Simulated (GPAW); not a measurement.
**HfC: equation of state with vdW-DF**

HfC:

```
Hf C
1.0
     0.00000    2.32500    2.32500
     2.32500    0.00000    2.32500
     2.32500    2.32500    0.00000
Hf C
1 1
Direct
  0.50000 0.50000 0.50000
  0.00000 0.00000 0.00000
```

```json
{
  "Program": "GPAW 26.7.0",
  "Task": "equation of state",
  "Functional": "vdW-DF",
  "Potentials or basis": "GPAW PAW data sets (gpaw-data 1.2.1)",
  "Cutoff": "800 eV",
  "Basis": "pw",
  "k mesh": "8 × 8 × 8",
  "Occupations": "fermi-dirac, width 0.05 eV",
  "Spin": "no spin polarisation",
  "Maxiter": "150",
  "Eos scales": "[0.94, 0.96, 0.98, 1.0, 1.02, 1.04, 1.06]"
}
```

```yaml
Equilibrium_volume: 13.08 Å³/atom
Bulk_modulus: 225 GPa
Pressure_derivative_of_the_bulk_modulus: 3.9
```

Energy against volume, from the lowest point:
| volume (Å³/atom) | energy (meV/atom) |
| --- | --- |
| 11.814 | 101.06 |
| 12.065 | 62.66 |
| 12.317 | 34.22 |
| 12.568 | 14.83 |
| 12.819 | 3.69 |
| 13.071 | 0.00 |
| 13.322 | 3.11 |

Run time: 85 s on 1 thread of AMD EPYC 7R43 64-Core Processor (Zen 3), with other jobs on the host, peak memory 0.32 GiB.

Caveat: the PAW data sets were made with another functional, which shifts forces and pressure a little. Spin-orbit coupling is left out, which matters for the levels of Hf.
